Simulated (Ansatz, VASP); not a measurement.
One calculation of GaN, two programs

```xyz
2
Lattice="0.0000 2.2278 2.2278 2.2278 0.0000 2.2278 2.2278 2.2278 0.0000" Properties=species:S:1:pos:R:3 pbc="T T T"
Ga    0.0000    0.0000    0.0000
N     3.3417    3.3417    3.3417
```

Alike in both runs: task single point; functional PBE; k mesh 10 × 10 × 10; occupations gaussian, width 0.02 eV; no spin polarisation.

|  | VASP | Ansatz |
| --- | --- | --- |
| version | VASP 6.6.1 | Ansatz 0.2.0 |
| potentials or method | VASP PAW PBE potentials, release 64 (Ga_d, N) | scalar-relativistic, plane waves, PAW |
| plane-wave cutoff (eV) | 520 | 420 |
| valence electrons in the cell | 18 | 18 |

|  | VASP | Ansatz | Ansatz less VASP |
| --- | --- | --- | --- |
| gap on the k mesh at the Fermi level (eV) | 1.95 | 1.94 | -0.011 |
| least direct gap on the mesh (eV) | 1.95 | 1.94 | -0.011 |
| pressure (GPa) | 12.2 | 12.2 | -0.02 |

With one functional, cell and mesh, what is left measures potentials, basis and numerics.
